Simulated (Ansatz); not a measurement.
## Co under changes of volume

One of the cells (10.640 Å³/atom); the others are scaled copies at fixed shape and fractional positions:

```xyz
2
Lattice="2.4720 0.0000 0.0000 -1.2360 2.1408 0.0000 0.0000 0.0000 4.0211" Properties=species:S:1:pos:R:3 pbc="T T T"
Co    1.2360    0.7136    3.0159
Co    0.0000    1.4272    1.0053
```

```yaml
Program: Ansatz 0.2.0
Functional: RPBE
Dispersion: D4
Potentials_or_basis: Ansatz PAW
Cutoff: "420 eV (not typed: the program's choice for these potentials)"
k_mesh: 12 × 12 × 7
Occupations: fermi-dirac, width 0.05 eV
Spin: collinear spin, ferromagnetic start
Starting_moments: "[2.0, 2.0] μB"
```

```tsv
volume (Å³/atom)	energy over the lowest point (meV/atom)	pressure (GPa)	moment (μB per cell)
10.002	22.24	13.5	3.08
10.215	8.13	8.0	3.14
10.427	0.90	3.0	3.20
10.640	0.00	-1.5	3.24
10.853	4.78	-5.6	3.28
11.066	14.64	-9.2	3.31
11.279	?	?	?
```

Problem. What does the run at 11.279 Å³/atom give?

Solution. Energy over the lowest point 29.13 meV/atom; pressure -12.5 GPa; moment 3.34 μB per cell.

Worked out: A Birch-Murnaghan fit of order 3 (a polynomial in V^(-2/3)) to the other rows has its minimum at 10.57 Å³/atom with B0 = V·E''(V) = 219 GPa and B' = 4.0 at fixed shape and positions, which overstates the stiffness. It gives 29.18 meV/atom at 11.279 Å³/atom, against the run's 29.13, and -dE/dV = -12.6 GPa, against -12.5. A parabola through the other rows of the moment, of slope 0.0806 μB per Å³/atom there, extrapolates to 3.33 μB, against the run's 3.34.

Energies are extrapolated to zero smearing.

Caveats: pairwise dispersion overbinds metals, which lowers pressure and volume; the PAW data sets come from PBE, with cores solved anew for the run's functional, which leaves a small shift of forces and pressure.
